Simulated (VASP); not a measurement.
# AlN (I4/mmm) in VASP: further runs

Aim: see how the results for AlN move with the level of theory and the settings. Levels: HSE06, r2SCAN. Tasks: single point.

All numbers are computed with VASP 6.6.1; they aren't measurements. Logs are shortened: lines on timing, memory, paths and dates and some standing lists are left out, and cuts for length are marked.

## (1) The cell of the first run

Symmetry: I4/mmm, No. 139, tetragonal system. Conventional cell: a = 2.991 Å, b = 2.991 Å, c = 3.908 Å, α = 90.00°, β = 90.00°, γ = 90.00°. Al (site symmetry 4/mmm) has 6 N at 1.95 to 2.11 Å as nearest neighbours. N (site symmetry 4/mmm) is surrounded by 6 Al at 1.95 to 2.11 Å.

The cell was built by a generator and needn't be a form met in nature.

## (2) Single point, HSE06 (epitaxial_xy strain +4.8%)

Contents of POSCAR:

```
AlN
1.0
    0.0000000000      2.1149665834      1.9537982600
    2.1149665834      0.0000000000      1.9537982600
    2.1149665834      2.1149665834      0.0000000000
Al N
1 1
Direct
    0.0000000000      0.0000000000      0.0000000000
    0.5000000000      0.5000000000      0.5000000000
```

Contents of INCAR.step1:

```
PREC = Accurate ; ENCUT = 520
EDIFF = 1E-5 ; ISMEAR = 0
SIGMA = 0.01 ; LREAL = False
LASPH = True ; NELM = 100
ALGO = Normal ; ISIF = 2
LWAVE = True ; LCHARG = False
NBANDS = 11 ; GGA = PE
```

Contents of INCAR.step2:

```
PREC = Accurate ; ENCUT = 520
EDIFF = 1E-6 ; ISMEAR = 0
SIGMA = 0.01 ; LREAL = False
LASPH = True ; NELM = 100
ALGO = Normal ; ISIF = 2
LWAVE = False ; LCHARG = False
GGA = PE ; LHFCALC = True
HFSCREEN = 0.2079 ; PRECFOCK = Normal
NBANDS = 11 ; ISTART = 1
```

Contents of KPOINTS:

```
Automatic mesh
0
Gamma
  8 8 8
```

Potentials or basis: VASP PAW PBE potentials, release 64 (Al, N).

The run is started by

```sh
cat potpaw_PBE.64/Al/POTCAR potpaw_PBE.64/N/POTCAR > POTCAR
cp INCAR.step1 INCAR
mpirun -np 1 vasp_std > vasp.out
cp INCAR.step2 INCAR
mpirun -np 1 vasp_std > vasp.out
```

OUTCAR:

```text
PREC = Accurate
   ENCUT = 520
   EDIFF = 1E-6
   ISMEAR = 0
   LREAL = False
   LASPH = True
   NELM = 100
   ISIF = 2
   GGA = PE
   LHFCALC = True
   HFSCREEN = 0.2079
   PRECFOCK = Normal
   ISTART = 1

 ion  position               nearest neighbor table
   1  0.000  0.000  0.000-   2 1.95   2 1.95   2 2.11   2 2.11   2 2.11   2 2.11
   2  0.500  0.500  0.500-   1 1.95   1 1.95   1 2.11   1 2.11   1 2.11   1 2.11

  LATTYP: Found a body centered tetragonal cell.
 ALAT       =     2.9910144262
 C/A-ratio  =     1.3064452267

  Lattice vectors:

 A1 = (   0.0000000000,  -2.1149665834,  -1.9537982600)
 A2 = (   0.0000000000,   2.1149665834,  -1.9537982600)
 A3 = (   2.1149665834,   0.0000000000,   1.9537982600)

Analysis of symmetry for initial positions (statically):
=====================================================================
 Subroutine PRICEL returns:
 Original cell was already a primitive cell.

 Routine SETGRP: Setting up the symmetry group for a
 body centered tetragonal supercell.

 Subroutine GETGRP returns: Found 16 space group operations
 (whereof 16 operations were pure point group operations)
 out of a pool of 16 trial point group operations.

The static configuration has the point symmetry D_4h.

Analysis of symmetry for dynamics (positions and initial velocities):
=====================================================================
 Subroutine PRICEL returns:
 Original cell was already a primitive cell.

 Routine SETGRP: Setting up the symmetry group for a
 body centered tetragonal supercell.

 Subroutine GETGRP returns: Found 16 space group operations
 (whereof 16 operations were pure point group operations)
 out of a pool of 16 trial point group operations.

The dynamic configuration has the point symmetry D_4h.

 Subroutine INISYM returns: Found 16 space group operations
 (whereof 16 operations are pure point group operations),
 and found     1 'primitive' translations

----------------------------------------------------------------------------------------

                                     Primitive cell

  volume of cell :      17.4790

  direct lattice vectors                    reciprocal lattice vectors
     0.000000000  2.114966583  1.953798260    -0.236410355  0.236410355  0.255911785
     2.114966583  0.000000000  1.953798260     0.236410355 -0.236410355  0.255911785
     2.114966583  2.114966583  0.000000000     0.236410355  0.236410355 -0.255911785

  length of vectors
     2.879307432  2.879307432  2.991014426     0.421035097  0.421035097  0.421035097

[... 95 lines left out ...]
   ISMEAR =     0;   SIGMA  =   0.01  broadening in eV -4-tet -1-fermi 0-gaus
   EFERMI_NEDOS =   21; number of points for ismear=-14 and -15
   IALGO  =     38    algorithm
   IMIX   =      1    mixing-type and parameters
     AMIX     =   0.40;   BMIX     =  1.00
     AMIX_MAG =   1.60;   BMIX_MAG =  1.00
  volume/ion in A,a.u.               =       8.74        58.98
  Fermi-wavevector in a.u.,A,eV,Ry     =   1.261632  2.384138 21.656590  1.591714
  Thomas-Fermi vector in A             =   2.395081
   LORBIT       =      0    0 simple, 1 ext, 2 COOP (PROOUT), +10 PAW based schemes
   GGA     = PE    functional components
   LHFCALC =     T    Hartree Fock is set to
   PRECFOCK=normal    Normal, Fast or Accurate (Low or Medium for compatibility)
   ENCUT4O =  -1.0   cutoff for four orbital integrals eV
   NKREDX  =     1    reduce k-point grid by
   NKREDY  =     1    reduce k-point grid by
   NKREDZ  =     1    reduce k-point grid by
   AEXX    =    0.2500 exact exchange contribution
   HFSCREEN=    0.2079 screening length (either q_TF or 0.3 A-1)
   HFSCREENC=   0.2079 screening length for correlation (either q_TF or 0.3 A-1)
   ENCUTFOCK=  -1.0 apply spherical cutoff to Coloumb kernel
   IVDW    =     0    specifies the selected vdW correction
   LEPSILON=     F    determine dielectric tensor
   LRPA    =     F    only Hartree local field effects (RPA)
 non-spin polarized calculation
 Gauss-broadening in eV      SIGMA  =   0.01
  energy-cutoff  :      520.00
  volume of cell :       17.48
 maximum number of plane-waves:       484
 NGX is ok and might be reduce to    24
  NGX = 18; NGY = 18; NGZ = 18

 number of electron       8.0000001 magnetization

 Free energy of the ion-electron system (eV)
  ---------------------------------------------------
  ext. energy  EPLUGINS =         0.00000000
  ---------------------------------------------------
  free energy    TOTEN  =       -17.02831673 eV

  energy without entropy =      -17.02831673  energy(sigma->0) =      -17.02831673

 E-fermi :   8.6737     XC(G=0):  -9.8484

 val. band max:        8.6334876935   @ k =   0.0000   0.0000   0.0000
 cond. band min:      13.4628760271   @ k =   0.5000   0.5000   0.0000
 fundamental gap:      4.8293883335
 Fermi energy:         8.6736943979

 k-point     1 :       0.0000    0.0000    0.0000
  band No.  band energies     occupation
      1     -10.3126      2.00000
      2       7.8904      2.00000
      3       8.6335      2.00000
      4       8.6335      2.00000
      5      14.6545      0.00000
      6      21.7282      0.00000
      7      21.7282      0.00000
      8      22.7536      0.00000
      9      26.3685      0.00000
     10      27.2564      0.00000
     11      27.2564      0.00000
[... 309 lines left out ...]
 k-point    24 :       0.3750    0.0000    0.1250
  band No.  band energies     occupation
      1      -8.0593      2.00000
      2       2.1261      2.00000
      3       6.6636      2.00000
      4       7.1093      2.00000
      5      16.8148      0.00000
      6      19.2475      0.00000
      7      21.0157      0.00000
      8      22.7293      0.00000
      9      26.4836      0.00000
     10      28.5336      0.00000
     11      29.8771      0.00000

 [... further k-points ...]
[... 5 lines left out ...]
  --------------------------------------------------------------------------------------
  -------------------------------------------------------------------------------------
  Total       -2.0976800     -2.0976800     -0.1590661      0.0000000      0.0000000     -0.0000000
  in kB     -192.2795484   -192.2795484    -14.5804667      0.0000000      0.0000000     -0.0000000
  external PRESSURE =    -133.0465211 kB  Pullay stress =       0.0000000 kB

 VOLUME and BASIS-vectors are now :
 -----------------------------------------------------------------------------
  energy-cutoff  :      520.00
  volume of cell :       17.48
      direct lattice vectors                 reciprocal lattice vectors
     0.000000000  2.114966583  1.953798260    -0.236410355  0.236410355  0.255911785
     2.114966583  0.000000000  1.953798260     0.236410355 -0.236410355  0.255911785
     2.114966583  2.114966583  0.000000000     0.236410355  0.236410355 -0.255911785

 POSITION                                       TOTAL-FORCE (eV/Angst)
 -----------------------------------------------------------------------------------
      0.00000      0.00000      0.00000         0.000000      0.000000     -0.000000
      2.11497      2.11497      1.95380         0.000000      0.000000      0.000000
 -----------------------------------------------------------------------------------
    total drift:                                0.000000     -0.000000      0.000001

  FREE ENERGIE OF THE ION-ELECTRON SYSTEM (eV)
  ---------------------------------------------------
  free  energy   TOTEN  =       -17.0283167278 eV

  energy  without entropy=      -17.0283167278  energy(sigma->0) =      -17.02831673
```

OUTCAR.step1:

```text
PREC = Accurate
   ENCUT = 520
   EDIFF = 1E-5
   ISMEAR = 0
   LREAL = False
[... 561 lines left out ...]
      0.00000      0.00000      0.00000        -0.000000      0.000000      0.000000
      2.11497      2.11497      1.95380         0.000000     -0.000000     -0.000000
 -----------------------------------------------------------------------------------
    total drift:                               -0.000000     -0.000000      0.000000

  FREE ENERGIE OF THE ION-ELECTRON SYSTEM (eV)
  ---------------------------------------------------
  free  energy   TOTEN  =       -14.4775300995 eV

  energy  without entropy=      -14.4775300995  energy(sigma->0) =      -14.47753010
```

OSZICAR.step1:

```text
N       E                     dE             d eps       ncg     rms          rms(c)
DAV:   1     0.968389615289E+01    0.96839E+01   -0.38378E+03  1338   0.612E+02
DAV:   2    -0.154592591255E+02   -0.25143E+02   -0.24058E+02  1568   0.137E+02
DAV:   3    -0.162264063219E+02   -0.76715E+00   -0.76600E+00  1590   0.218E+01
DAV:   4    -0.162297769563E+02   -0.33706E-02   -0.33704E-02  1445   0.157E+00
DAV:   5    -0.162298092882E+02   -0.32332E-04   -0.32332E-04  1550   0.144E-01    0.751E+00
DAV:   6    -0.144965202847E+02    0.17333E+01   -0.79287E+00  1415   0.146E+01    0.260E+00
DAV:   7    -0.144850229616E+02    0.11497E-01   -0.15984E-01  1412   0.304E+00    0.175E+00
DAV:   8    -0.144779025517E+02    0.71204E-02   -0.18047E-02  1373   0.118E+00    0.352E-01
DAV:   9    -0.144774739857E+02    0.42857E-03   -0.17109E-03  1519   0.248E-01    0.150E-01
DAV:  10    -0.144775342679E+02   -0.60282E-04   -0.15309E-04  1463   0.902E-02    0.314E-02
DAV:  11    -0.144775300995E+02    0.41684E-05   -0.15508E-05   796   0.228E-02
   1 F= -.14477530E+02 E0= -.14477530E+02  d E =-.108352E-43
```

Wall time 36 min (1 thread of AMD EPYC 9R45 (Zen 5), shared host); peak memory 0.22 GiB.

Results:

| Property | Result |
| --- | --- |
| Free energy | -17.0283 eV |
| Pressure | -13.3 GPa |
| Band gap on the k mesh | 4.83 eV, indirect (least direct gap 6.02 eV) |

Levels at points of the mesh, in eV from the valence-band top:
```tsv
k point	band 1	band 2	band 3	band 4	band 5	band 6	band 7	band 8
(0.00, 0.00, 0.00)	-18.95	-0.74	0.00	0.00	6.02	13.09	13.09	14.12
(0.50, 0.00, 0.00)	-15.71	-8.86	-1.44	-1.21	6.75	11.04	13.13	14.29
(0.50, 0.50, 0.00)	-14.35	-7.62	-3.52	-3.52	4.83	5.95	15.92	17.83
(0.50, 0.00, 0.50)	-14.97	-7.96	-3.49	-2.36	5.48	6.78	14.92	17.31
```

Caveat: the PAW data sets were made with another functional, which shifts forces and pressure a little. A k mesh can miss the band edges.

## (3) Single point, r2SCAN (uniaxial_x strain -1.8%)

Contents of POSCAR:

```
AlN
1.0
    0.0000000000      2.0188684454      2.0188684454
    1.9823269266      0.0000000000      2.0188684454
    1.9823269266      2.0188684454      0.0000000000
Al N
1 1
Direct
    0.0000000000      0.0000000000      0.0000000000
    0.5000000000      0.5000000000      0.5000000000
```

Contents of INCAR.step1:

```
PREC = Accurate
ENCUT = 520
ISMEAR = 0
SIGMA = 0.01
LREAL = F
LASPH = T
NELM = 100
NBANDS = 11
GGA = PE
ALGO = Normal
EDIFF = 1E-4
LWAVE = T
LCHARG = F
```

Contents of INCAR.step2:

```
PREC = Accurate
ENCUT = 520
EDIFF = 1E-6
ISMEAR = 0
SIGMA = 0.01
LREAL = F
LASPH = T
NELM = 100
ALGO = Normal
ISIF = 2
LWAVE = F
LCHARG = F
METAGGA = R2SCAN
LMIXTAU = T
NBANDS = 11
ISTART = 1
```

Contents of KPOINTS:

```
Automatic mesh
0
Gamma
  10 10 10
```

Potentials or basis: VASP PAW PBE potentials, release 64 (Al, N).

The run is started by

```sh
cat potpaw_PBE.64/Al/POTCAR potpaw_PBE.64/N/POTCAR > POTCAR
cp INCAR.step1 INCAR
mpirun -np 1 vasp_std > vasp.out
cp INCAR.step2 INCAR
mpirun -np 1 vasp_std > vasp.out
```

Wall time 54 s (1 thread of AMD EPYC 9R45 (Zen 5), shared host); peak memory 0.11 GiB.

The run converged. Its results:

```yaml
Free_energy: -18.8896 eV
Pressure: 4.6 GPa
Band_gap_on_the_k_mesh: 5.56 eV, indirect (least direct gap 6.80 eV)
```

Stress tensor (GPa, compression positive):
```
8.68 0.00 0.00
0.00 2.54 0.00
0.00 0.00 2.54
```

Levels at points of the mesh, in eV from the valence-band top:
```tsv
k point	band 2	band 3	band 4	band 5	band 6	band 7
(0.00, 0.00, 0.00)	-0.14	0.00	0.00	6.80	12.86	12.86
(0.50, 0.00, 0.00)	-8.64	-1.28	-1.21	7.00	11.83	12.29
(0.50, 0.50, 0.00)	-7.77	-3.07	-2.83	5.73	5.96	15.54
(0.00, 0.50, 0.50)	-7.69	-3.10	-3.10	5.56	5.78	15.77
```

Caveat: the PAW data sets were made with another functional, which shifts forces and pressure a little.
